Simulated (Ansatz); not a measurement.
# A defect in a wire: Rh wire of staggered 3-rings, O in place of one Rh, part 2 of 4

Aim: how much does this defect scatter, and at which energies?

Ansatz 0.2.0; DFT PBE, plane waves, PAW; relaxation of a wire's period (the session's first sound run).

So far. Step 2 (Relaxation of atoms and period): The cell's length comes to 4.400 Å with no moment.

### 3. The perfect wire

This step: DFT PBE, plane waves, PAW; channels and complex bands of a perfect wire (Ansatz 0.2.0).

At the relaxed period the Bloch states of the perfect wire are found at each energy: those that move forward count the open channels, and those that decay describe how a disturbance dies away inside the wire itself. An energy step of 0.035 eV is under the 0.039 eV that the program asks for its thermal average at 300 K.

Contents of input.yaml:

```yaml
crystal:
  lattice:
    - [9.865, 0.0, 0.0]
    - [0.0, 9.454, 0.0]
    - [0.0, 0.0, 4.4001493138]
  atoms:
    - { symbol: Rh, position: [0.408285274, 0.63047376, 0.0] }
    - { symbol: Rh, position: [0.408285274, 0.36952624, 0.0] }
    - { symbol: Rh, position: [0.628024578, 0.5, 0.0] }
    - { symbol: Rh, position: [0.371938753, 0.5, 0.5] }
    - { symbol: Rh, position: [0.591678057, 0.63047376, 0.5] }
    - { symbol: Rh, position: [0.591678057, 0.36952624, 0.5] }
kpoints:
  mp_grid: { grid: [1, 1, 19] }
scf:
  occupations: { method: fermi_dirac, width: 0.05 }
hamiltonian:
  xc: pbe
output:
  transmission:
    e_range: [-1.26, 1.26]
    de: 0.035
    kmesh: [1, 1]
    reduced_basis: true
    leads: [[0, 0]]
basis:
  ecutwfc: "350 eV"
```

The run is started by

```bash
$ ansatz run input.yaml --threads 8 --pin off --max-ram 16384MiB --backend cpu --events-out ev --progress --plain --runs-dir out
```

Numbers of over 12 decimals in the logs are rounded to 6 here.

Output:

```text
Warning: basis.ecutwfc = 350 eV is below the records' recommended 420 eV, and the density's cutoff is lower with it unless basis.ecutrho_ratio is high enough to keep the records' density cutoff: compare with a run at a higher cutoff
[...]
Crystal: 6 atoms, lattice volume = 410.374 Å³
Basis set: ecut = 350 eV, 6087 PW (Γ)
Bands: 62, of which v1, the nominal top of the filled ones, is band 51 counted from 1 (50 counted from 0)
Symmetry: 8 space group operations
[...]
k-points: 10 of 19
[...]
SCF iter   1: F=—  HF=-38406.655149 eV  |F-HF|=—  |Δ(HF+E_count)|=         —  Δρ=1.17e-2  dr2=4.41e-1  ethr=1.77e-3  ⟨swp⟩=6.8  Hψ=2370  notcnv=0  defer=1
[...]
SCF iter   9: F=-38406.627712 eV  HF=-38406.627712 eV  |F-HF|=2.81e-8  |Δ(HF+E_count)|=   1.66e-8  Δρ=2.60e-6  dr2=4.86e-8  ethr=9.80e-11  ⟨swp⟩=9.1  Hψ=1722  notcnv=0
SCF 1 converged in 9 iterations: F = -38406.627712 eV  dr2 = 4.86e-8
[...]
transmission: 5 of 30 steps passed
transmission: 10 of 30 steps passed
[...]
transmission: 30 of 30 steps passed
SCF converged after 9 iterations
Free energy (F): -38406.627712 eV
[...]
Internal energy: -38406.563841 eV  (E = F + TS)
E sigma→0 (E₀):  -38406.595776 eV
Entropy (-TS):   -0.063872 eV (-10.645 meV/atom)
Fermi energy:    1.223874 eV
[...]
--- Band table (eV; the first three rows and the last of 10) ---
  k-point 0: bands = [... 47 lower, 0.6495, 0.6825, 0.7924, 0.8266, 1.1265, 1.2931, 1.4415, 1.5908, ... 7 higher]
  k-point 1: bands = [... 47 lower, 0.6424, 0.6531, 0.8094, 0.8975, 1.1157, 1.3510, 1.4590, 1.5872, ... 7 higher]
  k-point 2: bands = [... 47 lower, 0.5654, 0.6451, 0.8492, 1.0241, 1.1035, 1.4817, 1.5093, 1.5762, ... 7 higher]
  k-point 9: bands = [... 47 lower, 0.7753, 0.8324, 0.9083, 1.3429, 1.3615, 1.6331, 1.6698, 1.8269, ... 7 higher]
--- Transmission ---
  basis      : 683 plane waves across, 5 finite elements along
  points     : 1, standing for a mesh of 1 x 1
  filling    : by the input's occupations and mesh, since the crystals that have channels conduct as metals do. If one of these is a semiconductor, that mesh has misplaced its level
  energies   : 73 from -1.260000 to 1.260000 eV about the Fermi level, 0.035000 eV apart; the leads are filled to 0.000000 eV, and channels, transmission and decay are at 0.000000 eV
  crystal 0  : Rh6, at the sites [0, 0], period 4.4001 Å: whole cells are its period
    offset         : up to 0.0000 Å between an atom of the period and one for which it stands
    filled         : 0.7 meV under the level at which it is neutral
    channels       : 2.000000e0 a spin
    conductance    : 1.7353e14 S/m² at 300 K; may be off by some 0.1 % by where its bands' edges are placed, 0.1 % from the distance to neutral
```

Run time: 56 s. Hardware: 8 threads of Arm Neoverse V2, shared host; peak memory 2 GiB; 5.3 min of CPU time.

This step gave:

* energy at zero smearing: -38406.5958 eV
* channels at the energy nearest the Fermi level, one spin: 2
* conductance of the lead as this run defines it: 2.089 G₀
* band gap: 0 eV

Table of open channels of the lead, one spin by energy, zero at the Fermi level:

energy (eV), open channels of the lead, one spin and a bar from the least value:
```
    -1.26        4.0 #############
    -1.19        4.0 #############
    -1.08        4.0 #############
    -1.01        4.0 #############
    -0.91        4.0 #############
    -0.84        6.0 #####################
    -0.73        8.0 ##############################
    -0.67        8.0 ##############################
    -0.56        6.0 #####################
    -0.49        5.0 #################
    -0.39        3.0 #########
    -0.32        3.0 #########
    -0.21        3.0 #########
    -0.14        3.0 #########
    -0.04        2.0 ####
     0.00        2.0 ####
     0.04        2.0 ####
     0.14        3.0 #########
     0.21        3.0 #########
     0.32        4.0 #############
     0.39        4.0 #############
     0.49        6.0 #####################
     0.56        6.0 #####################
     0.67        4.0 #############
     0.73        4.0 #############
     0.84        4.0 #############
     0.91        4.0 #############
     1.01        3.0 #########
     1.08        1.0 
     1.19        3.0 #########
     1.26        3.0 #########
```

The slowest values at each energy, most degenerate partners merged, listed up to 1.5 1/Å. Table of Im kz of the slowest decaying states by energy, zero at the Fermi level:

| energy (eV) | decay 1 (Å⁻¹) | decay 2 (Å⁻¹) | decay 3 (Å⁻¹) | decay 4 (Å⁻¹) |
| --- | --- | --- | --- | --- |
| -1.26 | 0.0655 | 0.104 | 0.108 | 0.195 |
| -1.16 | 0.0711 | 0.108 | 0.109 | 0.189 |
| -1.05 | 0.0910 | 0.0958 | 0.111 | 0.180 |
| -0.94 | 0.0426 | 0.0432 | 0.0934 | 0.112 |
| -0.84 | 0.0584 | 0.103 | 0.143 | 0.512 |
| -0.77 | 0.0854 | 0.119 | 0.469 | 0.658 |
| -0.67 | 0.0344 | 0.0361 | 0.384 | 0.590 |
| -0.56 | 0.0386 | 0.0547 | 0.0820 | 0.0891 |
| -0.46 | 0.0426 | 0.0488 | 0.0779 | 0.0971 |
| -0.35 | 0.0851 | 0.132 | 0.148 | 0.169 |
| -0.24 | 0.109 | 0.152 | 0.161 | 0.209 |
| -0.14 | 0.121 | 0.164 | 0.222 | 0.229 |
| -0.04 | 0.0764 | 0.124 | 0.168 | 0.207 |
| 0.00 | 0.0685 | 0.124 | 0.168 | 0.193 |
| 0.04 | 0.0509 | 0.123 | 0.167 | 0.173 |
| 0.14 | 0.0807 | 0.117 | 0.153 | 0.158 |
| 0.24 | 0.103 | 0.107 | 0.135 | 0.276 |
| 0.35 | 0.0658 | 0.0699 | 0.103 | 0.274 |
| 0.46 | 0.0707 | 0.262 | 0.360 | 0.514 |
| 0.56 | 0.0907 | 0.245 | 0.519 | 0.527 |
| 0.67 | 0.118 | 0.217 | 0.278 | 0.540 |
| 0.77 | 0.205 | 0.270 | 0.307 | 0.551 |
| 0.84 | 0.245 | 0.297 | 0.323 | 0.558 |
| 0.94 | 0.294 | 0.330 | 0.343 | 0.569 |
| 1.05 | 0.177 | 0.334 | 0.358 | 0.361 |
| 1.16 | 0.253 | 0.369 | 0.376 | 0.383 |
| 1.26 | 0.309 | 0.389 | 0.399 | 0.406 |

By hand: the program gives 1.7353 × 10^14 S/m² over the cell's cross-section of 93.26 Å² = 9.326 × 10^-19 m², so one cell conducts 1.618 × 10^-4 S. Divided by G0 = 2e²/h = 7.748 × 10^-5 S this is 2.09 G0, a resistance of 6.18 kΩ.

At the computed energy nearest the Fermi level there are 2 channels a spin, and the thermal average gives 2.09 G₀.

[end of part 2 of 4]

[Logs are printed without paths, hosts, clocks, repeated set-up lines and the standing remarks that a program may print on its own settings, such as how far it seeks lower states.]

[Hosts, paths, dates, database ids (printed as entryN), source tags and the programs' standing remarks are cut or masked in the printed files.]
